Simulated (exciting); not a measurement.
# Zn (Fm-3m) in exciting: further runs

One crystal, Zn, is run at these levels: SOGGA exchange with PBE correlation+D2, RPBE; tasks: electric field gradients, real-space fields.

Everything below comes from runs of exciting (release sodium). Logs are shortened: lines on timing, memory, paths and dates and some standing lists are left out, and cuts for length are marked.

## Step 1: The undisturbed crystal

Symmetry: Fm-3m, No. 225, cubic system. The conventional cell has a = 3.930 Å, b = 3.930 Å, c = 3.930 Å, α = 90.00°, β = 90.00°, γ = 90.00°. Zn (site symmetry m-3m) is surrounded by 12 Zn at 2.78 Å.

This isn't the form of Zn at room conditions, which is hcp.

## Step 2: Electric field gradients, SOGGA exchange with PBE correlation+D2 (cell strained at random at fixed volume)

Input file input.xml:

```xml
<input>
  <title>Zn</title>
  <structure speciespath="./" tshift="false">
    <crystal scale="5.2439563143">
      <basevect>0.006647249902 0.706427600365 0.707754095372</basevect>
      <basevect>0.697277992049 0.003734438400 0.710666906873</basevect>
      <basevect>0.708624731594 0.720686791049 -0.007611940783</basevect>
    </crystal>
    <species speciesfile="Zn.xml" rmt="2">
      <atom coord="0.000000000000 0.000000000000 0.000000000000"/>
    </species>
  </structure>
  <groundstate do="fromscratch" ngridk="10 10 10" rgkmax="9" gmaxvr="14" lmaxapw="10" lmaxmat="10" lmaxvr="8" stype="Gaussian" swidth="0.00183747" nempty="8" ValenceRelativity="iora*" epsengy="1e-05" epspot="1e-05" maxscl="60" tforce="true" outputlevel="normal">
    <libxc exchange="XC_GGA_X_SOGGA" correlation="XC_GGA_C_PBE"/>
  </groundstate>
  <properties>
    <EFG/>
    <mossbauer/>
    <DFTD2/>
  </properties>
</input>
```

Potentials or basis: all-electron LAPW+lo, shipped species files, valence relativity iora*.

On the command line:

```
> OMP_NUM_THREADS=1 exciting_smp
```

INFO.OUT:

```text
================================================================================
EXCITING SODIUM started
[... 10 lines left out ...]

 Lattice vectors (cartesian) :
      0.0348578881      3.7044754755      3.7114315574
      3.6564953292      0.0195832318      3.7267062137
      3.7159971357      3.7792500486     -0.0399166849

 Reciprocal lattice vectors (cartesian) :
     -0.8645079322      0.8589500418      0.8437070212
      0.8699928063     -0.8465931177      0.8368354050
      0.8428950510      0.8249798060     -0.8313501011

 Unit cell volume                           :     102.3683667325
 Brillouin zone volume                      :       2.4231139107

 Species :    1 (Zn)
     parameters loaded from                 :    Zn.xml
     name                                   :    zinc
     nuclear charge                         :     -30.00000000
     electronic charge                      :      30.00000000
     atomic mass                            :  119198.67800000
     muffin-tin radius                      :       2.00000000
     # of radial points in muffin-tin       :     350

     atomic positions (lattice) :
       1 :   0.00000000  0.00000000  0.00000000

 Total number of atoms per unit cell        :       1

 Spin treatment                             :    spin-unpolarised

 Number of Bravais lattice symmetries       :       2
 Number of crystal symmetries               :       2

 k-point grid                               :      10   10   10
 Total number of k-points                   :     504
 k-point set is reduced with crystal symmetries

 R^MT_min * |G+k|_max (rgkmax)              :       9.00000000
 Species with R^MT_min                      :       1 (Zn)
 Maximum |G+k| for APW functions            :       4.50000000
 Maximum |G| for potential and density      :      14.00000000

 G-vector grid sizes                        :      24    24    24
 Total number of G-vectors                  :    4751

 Maximum angular momentum used for
     APW functions                          :      10
     computing H and O matrix elements      :      10
     potential and density                  :       8
     inner part of muffin-tin               :       2

 Total nuclear charge                       :     -30.00000000
 Total electronic charge                    :      30.00000000
 Total core charge                          :      12.00000000
 Total valence charge                       :      18.00000000

 Number of empty states                     :       8
 Total number of valence states             :      18

 Maximum Hamiltonian size                   :     181
 Maximum number of plane-waves              :     169
 Total number of local-orbitals             :      12

 Exchange-correlation type                  :     100
     libxc; exchange: Second-order generalized gradient approximation; correlation: Perdew, Burke & Ernzerhof (see libxc for references)

 Smearing scheme                            :    Gaussian
 Smearing width                             :       0.00183747

[... 17 lines left out ...]
+ SCF iteration number :    1                                                  +
++++++++++++++++++++++++++++++++++++++++++++++++++++++++++++++++++++++++++++++++
 Total energy                               :     -1789.39167434
 _______________________________________________________________
 Fermi energy                               :         0.28346660
 Kinetic energy                             :      1829.88640461
 Coulomb energy                             :     -3549.47154647
 Exchange energy                            :       -68.35369220
 Correlation energy                         :        -1.45284028

 DOS at Fermi energy (states/Ha/cell)       :        13.87593174

 Electron charges :
     core                                   :        12.00000000
     core leakage                           :         0.00088766
     valence                                :        18.00000000
     interstitial                           :         1.98811038
     charge in muffin-tin spheres :
                  atom     1    Zn          :        28.01188962
     total charge in muffin-tins            :        28.01188962
     total charge                           :        30.00000000

++++++++++++++++++++++++++++++++++++++++++++++++++++++++++++++++++++++++++++++++
+ SCF iteration number :    2                                                  +
++++++++++++++++++++++++++++++++++++++++++++++++++++++++++++++++++++++++++++++++
 Total energy                               :     -1793.85196104
 _______________________________________________________________
 Fermi energy                               :         0.27525438
 Kinetic energy                             :      1827.94406470
 Coulomb energy                             :     -3551.80059161
 Exchange energy                            :       -68.54091871
 Correlation energy                         :        -1.45451542

 DOS at Fermi energy (states/Ha/cell)       :        15.01542434

 Electron charges :
     core                                   :        12.00000000
     core leakage                           :         0.00085996
     valence                                :        18.00000000
     interstitial                           :         1.92498632
     charge in muffin-tin spheres :
                  atom     1    Zn          :        28.07501368
     total charge in muffin-tins            :        28.07501368
     total charge                           :        30.00000000
[... 281 lines left out ...]
 RMS change in effective potential (target) :  0.215193E-07  ( 0.100000E-04)
 Absolute change in total energy   (target) :  0.641944E-08  ( 0.100000E-04)
 Charge distance                   (target) :  0.276554E-08  ( 0.100000E-04)
 Abs. change in max-nonIBS-force   (target) :   0.00000      ( 0.500000E-04)

++++++++++++++++++++++++++++++++++++++++++++++++++++++++++++++++++++++++++++++++
+ SCF iteration number :   13                                                  +
++++++++++++++++++++++++++++++++++++++++++++++++++++++++++++++++++++++++++++++++
 Total energy                               :     -1794.49852152
 _______________________________________________________________
 Fermi energy                               :         0.26523007
 Kinetic energy                             :      1827.25514042
 Coulomb energy                             :     -3551.74353444
 Exchange energy                            :       -68.55548870
 Correlation energy                         :        -1.45463882

 DOS at Fermi energy (states/Ha/cell)       :        15.07153182

 Electron charges :
     core                                   :        12.00000000
     core leakage                           :         0.00085186
     valence                                :        18.00000000
     interstitial                           :         1.90951560
     charge in muffin-tin spheres :
                  atom     1    Zn          :        28.09048440
     total charge in muffin-tins            :        28.09048440
     total charge                           :        30.00000000

 RMS change in effective potential (target) :  0.251123E-08  ( 0.100000E-04)
 Absolute change in total energy   (target) :  0.982006E-06  ( 0.100000E-04)
 Charge distance                   (target) :  0.177433E-08  ( 0.100000E-04)
 Abs. change in max-nonIBS-force   (target) :   0.00000      ( 0.500000E-04)

++++++++++++++++++++++++++++++++++++++++++++++++++++++++++++++++++++++++++++++++
| Convergency criteria checked for the last 2 iterations                       +
| Convergence targets achieved. Performing final SCF iteration                 +
++++++++++++++++++++++++++++++++++++++++++++++++++++++++++++++++++++++++++++++++
 Total energy                               :     -1794.49852140
 _______________________________________________________________
 Fermi energy                               :         0.26523007
 Kinetic energy                             :      1827.25514044
 Coulomb energy                             :     -3551.74353434
 Exchange energy                            :       -68.55548869
 Correlation energy                         :        -1.45463882

 DOS at Fermi energy (states/Ha/cell)       :        15.07153161

 Electron charges :
     core                                   :        12.00000000
     core leakage                           :         0.00085186
     valence                                :        18.00000000
     interstitial                           :         1.90951560
     charge in muffin-tin spheres :
                  atom     1    Zn          :        28.09048440
     total charge in muffin-tins            :        28.09048440
     total charge                           :        30.00000000

++++++++++++++++++++++++++++++++++++++++++++++++++++++++++++++++++++++++++++++++
+ Self-consistent loop stopped                                                 +
++++++++++++++++++++++++++++++++++++++++++++++++++++++++++++++++++++++++++++++++
 STATE.OUT is written

--------------------------------------------------------------------------------
- Writing atomic positions and forces                                          -
--------------------------------------------------------------------------------

 Atomic positions (lattice) :
 atom     1  Zn  :     0.00000000    0.00000000    0.00000000

 Total atomic forces including IBS (cartesian) :
 atom     1  Zn  :     0.00000000    0.00000000    0.00000000

 Atomic force components including IBS (cartesian) :
 atom     1  Zn  :     0.00000000    0.00000000    0.00000000   HF force
                 :     0.00000000    0.00000000    0.00000000   core correction
                 :     0.00000000    0.00000000    0.00000000   IBS correction

********************************************************************************
[... 7 lines left out ...]
| EXCITING SODIUM stopped                                                      =
================================================================================
```

It took 3 min on 1 thread of Arm Neoverse V1, shared host; peak memory 0.1 GiB.

What came out:

| Quantity | Value |
| --- | --- |
| Free energy | -48830.7931 eV |
| Band gap on the k mesh | none (metal or under the smearing width) |
| All electrons inside the program's atomic spheres | Zn 28.09 (radii Zn 2.0 bohr) |
| Dispersion energy per atom | -0.332 eV |

Levels at points of the mesh, in eV from the Fermi level:
| k point | band 5 | band 6 | band 7 | band 8 | band 9 | band 10 | band 11 | band 12 | band 13 | band 14 |
| --- | --- | --- | --- | --- | --- | --- | --- | --- | --- | --- |
| (0.00, 0.00, 0.00) | -7.65 | -7.61 | -7.56 | -7.24 | -7.20 | 17.26 | 18.10 | 18.55 | 18.88 | 20.85 |
| (0.50, 0.00, 0.00) | -7.65 | -7.57 | -6.94 | -6.91 | -2.95 | -1.21 | 14.47 | 15.06 | 16.88 | 18.62 |
| (0.00, 0.50, 0.00) | -7.63 | -7.59 | -6.96 | -6.90 | -3.00 | -1.32 | 14.84 | 15.08 | 16.89 | 19.00 |
| (0.50, 0.50, 0.00) | -8.23 | -6.95 | -6.87 | -6.85 | -1.25 | 1.49 | 7.91 | 8.93 | 12.06 | 13.58 |
| (0.00, 0.00, 0.50) | -7.64 | -7.57 | -6.95 | -6.93 | -3.21 | -1.75 | 15.23 | 15.78 | 17.37 | 19.30 |
| (0.50, 0.00, 0.50) | -8.23 | -6.95 | -6.87 | -6.84 | -1.22 | 1.54 | 8.24 | 8.52 | 12.21 | 13.34 |
| (0.00, 0.50, 0.50) | -8.22 | -6.95 | -6.86 | -6.85 | -0.94 | 1.95 | 7.75 | 8.32 | 11.85 | 13.02 |
| (0.50, 0.50, 0.50) | -7.67 | -7.55 | -6.95 | -6.92 | -3.07 | -1.47 | 14.67 | 15.45 | 17.24 | 18.77 |

Electric field gradients, principal values (1e21 V/m²):
```tsv
atom	Vxx	Vyy	Vzz	η
1 Zn	-0.141	-0.464	0.606	0.53
```

Caveat: the field gradient of a metal still moves by tens of percent with the k mesh; the log's total energy holds no entropy term; the free energy is that total less TS from the occupations; the dispersion energy is computed afterwards and isn't part of the total energy; EFG.OUT prints the tensor in atomic units and with the sign opposite to the usual one.

## Step 3: Real-space fields, RPBE (cell strained at random at fixed volume)

Input file input.xml:

```xml
<input>
  <title>Zn</title>
  <structure speciespath="./" tshift="false">
    <crystal scale="5.3914040549">
      <basevect>-0.001003852719 0.712623969346 0.701545487190</basevect>
      <basevect>0.676671741303 0.005853120307 0.694688514164</basevect>
      <basevect>0.668597106145 0.697692711669 0.013927404957</basevect>
    </crystal>
    <species speciesfile="Zn.xml" rmt="2">
      <atom coord="0.000000000000 0.000000000000 0.000000000000"/>
    </species>
  </structure>
  <groundstate do="fromscratch" ngridk="10 10 10" rgkmax="8" gmaxvr="14" lmaxapw="10" lmaxmat="10" lmaxvr="8" stype="Methfessel-Paxton 1" swidth="0.00099958" nempty="8" ValenceRelativity="iora*" epsengy="1e-05" epspot="0.0001" maxscl="60" outputlevel="normal" lmaxinr="3">
    <libxc exchange="XC_GGA_X_RPBE" correlation="XC_GGA_C_PBE"/>
  </groundstate>
  <properties>
    <chargedensityplot>
      <plot3d>
        <box grid="15 14 14">
          <origin coord="0 0 0"/>
          <point coord="1 0 0"/>
          <point coord="0 1 0"/>
          <point coord="0 0 1"/>
        </box>
      </plot3d>
    </chargedensityplot>
    <elfplot>
      <plot3d>
        <box grid="15 14 14">
          <origin coord="0 0 0"/>
          <point coord="1 0 0"/>
          <point coord="0 1 0"/>
          <point coord="0 0 1"/>
        </box>
      </plot3d>
    </elfplot>
    <exccplot>
      <plot3d>
        <box grid="15 14 14">
          <origin coord="0 0 0"/>
          <point coord="1 0 0"/>
          <point coord="0 1 0"/>
          <point coord="0 0 1"/>
        </box>
      </plot3d>
    </exccplot>
  </properties>
</input>
```

Potentials or basis: all-electron LAPW+lo, shipped species files, valence relativity iora*.

On the command line:

```
> OMP_NUM_THREADS=1 exciting_smp
```

INFO.OUT:

```text
================================================================================
EXCITING SODIUM started
[... 10 lines left out ...]

 Lattice vectors (cartesian) :
     -0.0054121756      3.8420437580      3.7823151843
      3.6482107699      0.0315565366      3.7453464722
      3.6046771492      3.7615433148      0.0750882676

 Reciprocal lattice vectors (cartesian) :
     -0.8645677539      0.8118385903      0.8353049845
      0.8555412654     -0.8368566127      0.8512960733
      0.8758929373      0.8481822348     -0.8603230075

 Unit cell volume                           :     102.3683847614
 Brillouin zone volume                      :       2.4231134839

 Species :    1 (Zn)
     parameters loaded from                 :    Zn.xml
     name                                   :    zinc
     nuclear charge                         :     -30.00000000
     electronic charge                      :      30.00000000
     atomic mass                            :  119198.67800000
     muffin-tin radius                      :       2.00000000
     # of radial points in muffin-tin       :     350

     atomic positions (lattice) :
[... 41 lines left out ...]

 Smearing scheme                            :    Methfessel-Paxton order 1, Phys. Rev. B 40, 3616 (1989)
 Smearing width                             :       0.00099958

 Using multisecant Broyden potential mixing
[... 16 lines left out ...]
+ SCF iteration number :    1                                                  +
++++++++++++++++++++++++++++++++++++++++++++++++++++++++++++++++++++++++++++++++
 Total energy                               :     -1792.72679517
 _______________________________________________________________
 Fermi energy                               :         0.29508880
 Kinetic energy                             :      1831.43405419
 Coulomb energy                             :     -3552.42110969
 Exchange energy                            :       -70.28596308
 Correlation energy                         :        -1.45377659
[... 306 lines left out ...]
 RMS change in effective potential (target) :  0.530154E-09  ( 0.100000E-03)
 Absolute change in total energy   (target) :  0.494801E-07  ( 0.100000E-04)
 Charge distance                   (target) :  0.141090E-09  ( 0.100000E-04)

++++++++++++++++++++++++++++++++++++++++++++++++++++++++++++++++++++++++++++++++
| Convergency criteria checked for the last 2 iterations                       +
| Convergence targets achieved. Performing final SCF iteration                 +
++++++++++++++++++++++++++++++++++++++++++++++++++++++++++++++++++++++++++++++++
 Total energy                               :     -1796.31029076
 _______________________________________________________________
 Fermi energy                               :         0.26993288
 Kinetic energy                             :      1829.24137560
 Coulomb energy                             :     -3553.68175556
 Exchange energy                            :       -70.41474354
 Correlation energy                         :        -1.45516726

 DOS at Fermi energy (states/Ha/cell)       :         5.96720694

 Electron charges :
     core                                   :        12.00000000
     core leakage                           :         0.00083261
     valence                                :        18.00000000
     interstitial                           :         1.90328381
     charge in muffin-tin spheres :
                  atom     1    Zn          :        28.09671619
     total charge in muffin-tins            :        28.09671619
     total charge                           :        30.00000000

++++++++++++++++++++++++++++++++++++++++++++++++++++++++++++++++++++++++++++++++
[... 12 lines left out ...]
| EXCITING SODIUM stopped                                                      =
================================================================================
```

stdout:

```text
Info(rhoplot):
 3D density plot written to RHO3D.xml

Info(potplot):
 3D Coulomb potential plot written to VCL3D.xml
 3D exchange-correlation potential plot written to VXC3D.xml

Info(elfplot): 3D ELF plot written to ELF3D.xml
```

Run time: 2.7 min. Hardware: 1 thread of Arm Neoverse V1, shared host; peak memory 0.1 GiB.

Results:

```yaml
Band_gap_on_the_k_mesh: none (metal or under the smearing width)
All_electrons_inside_the_program's_atomic_spheres: Zn 28.10 (radii Zn 2.0 bohr)
```
